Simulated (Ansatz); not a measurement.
**Sb: how the settings move a single-point run**

Aim: see which settings change the result for Sb, by how much, and at what cost.

Program: Ansatz 0.2.0. Level of theory: reference: DFT, PBE, PAW with Ansatz's default frozen-core files, scalar-relativistic. These are calculated values, not measurements.

## 1. The structure to begin with

It takes space group R-3m (No. 166, trigonal). The conventional cell has a = 4.215 Å, b = 4.215 Å, c = 11.232 Å, α = 90.00°, β = 90.00°, γ = 120.00°. Sb (site symmetry 3m) is surrounded by 3 Sb at 2.86 Å.

Structure file:

```
Sb
1.0
     2.10759    1.21682    3.74400
    -2.10759    1.21682    3.74400
     0.00000   -2.43363    3.74400
Sb
2
Direct
  0.23364 0.23364 0.23364
  0.76636 0.76636 0.76636
```

## 2. Reference

Contents of input.yaml:

```yaml
crystal:
  lattice:
    - [2.1075883254, 1.216816687, 3.744]
    - [-2.1075883254, 1.216816687, 3.744]
    - [0.0, -2.4336333739, 3.744]
  atoms:
    - { symbol: Sb, position: [0.23364, 0.23364, 0.23364] }
    - { symbol: Sb, position: [0.76636, 0.76636, 0.76636] }
kpoints:
  mp_grid: { grid: [9, 9, 9] }
scf:
  occupations: { method: fermi_dirac, width: 0.05 }
hamiltonian:
  xc: pbe
  pseudopotentials: { kind: paw }
output:
  forces: true
  stress: true
  eigenvalues: true
  efg: { contact_densities: true }
```

On the command line:

```console
$ ansatz run input.yaml --threads 1 --pin off --max-ram 2048MiB --backend cpu --events-out ev --progress --plain --runs-dir out
```

## 3. Variant: symmetry.detect false, dr2_threshold 1.0e-05, eigensolver.kind davidson, basis.precision f64

input.yaml: that of step 2 with these lines changed.

```diff
@@ -8,2 +8,3 @@
     - { symbol: Sb, position: [0.76636, 0.76636, 0.76636] }
+  symmetry: { detect: false }
 kpoints:
@@ -12,2 +13,4 @@
   occupations: { method: fermi_dirac, width: 0.05 }
+  convergence: { dr2_threshold: 1.0e-05 }
+  eigensolver: { kind: davidson }
 hamiltonian:
@@ -20 +23,3 @@
   efg: { contact_densities: true }
+basis:
+  precision: f64
```

Q: Predict the outcome of this session. Wanted: for each run, ending; energy change; pressure; gap; force.

The runs gave:

```
                                                                                            run     ending  energy change  pressure (GPa)  gap (eV)  force (eV/Å)  cycles   time
                                                                                      reference  converged              0             6.1      0.00          0.43       6  6.1 s
1: symmetry.detect false, dr2_threshold 1.0e-05, eigensolver.kind davidson, basis.precision f64  converged   0.0 meV/atom             6.1      0.00          0.43       6   60 s
```

Residual by cycle in the longest SCF loop of each run; runs are numbered as in the table. The quantity is the density residual dr2, in eV.

```
cycle  reference    run 1
    1    0.00203  0.00189
    2     3.2e-4   2.3e-4
    3     6.0e-5   4.3e-5
    4     4.0e-6   4.4e-6
    5     6.0e-7   8.7e-7
    6     3.0e-8   3.2e-7
```

**Reading.** Energy and cycle count are those of the reference, so the change (use of symmetry, convergence setting, solver and arithmetic precision) left the result and the number of cycles as they were. Cost: 60 s against 6.1 s. Semilocal functionals close small gaps, so the missing gap need not be the real solid's.
